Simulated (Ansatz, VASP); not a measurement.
**Two plane-wave programs on CaS**

The input INCAR:

```
PREC = Accurate
ENCUT = 520
EDIFF = 1E-7
ISMEAR = 0
SIGMA = 0.02
LREAL = False
LASPH = True
NELM = 100
ALGO = Normal
ISIF = 2
LWAVE = False
LCHARG = False
GGA = PS
NBANDS = 15
```

KPOINTS

```
regular mesh
0
Gamma
  8 8 8
```

File POSCAR:

```
CaS
1.0
    0.0000000000      2.7466223000      2.7466223000
    2.7466223000      0.0000000000      2.7466223000
    2.7466223000      2.7466223000      0.0000000000
Ca S
1 1
Direct
    0.0000000000      0.0000000000      0.0000000000
    0.5000000000      0.5000000000      0.5000000000
```

Input for Ansatz:

```yaml
crystal:
  lattice:
    - [0.0, 2.7466223, 2.7466223]
    - [2.7466223, 0.0, 2.7466223]
    - [2.7466223, 2.7466223, 0.0]
  atoms:
    - { symbol: Ca, position: [0.0, 0.0, 0.0] }
    - { symbol: S, position: [0.5, 0.5, 0.5] }
basis:
  ecutwfc: 420
kpoints:
  mp_grid: { grid: [8, 8, 8] }
hamiltonian:
  xc: pbesol
scf:
  occupations: { method: gaussian, width: 0.02 }
output:
  forces: true
  stress: true
  eigenvalues: true
```

Alike in both runs: task single point; functional PBEsol; k mesh 8 × 8 × 8; occupations gaussian, width 0.02 eV; no spin polarisation.

```csv
,VASP,Ansatz
version,VASP 6.6.1,Ansatz 0.2.0
potentials or method,"VASP PAW PBE potentials, release 64 (Ca_sv, S)","scalar-relativistic, plane waves, PAW"
plane-wave cutoff (eV),520,420
valence electrons in the cell,16,16
```

Ansatz gave:

* gap on the k mesh at the Fermi level (eV): 1.94
* least direct gap on the mesh (eV): 2.84
* pressure (GPa): 5.4

Task: Which values does VASP return?

Result: gap on the k mesh at the Fermi level (eV): 1.94; least direct gap on the mesh (eV): 2.83; pressure (GPa): 5.7.

The functional is the same, so the differences come from potentials, cutoffs and numerics.

Caveats: the PAW data sets were made with another functional, which shifts forces and pressure a little (VASP). A k mesh can miss the band edges.
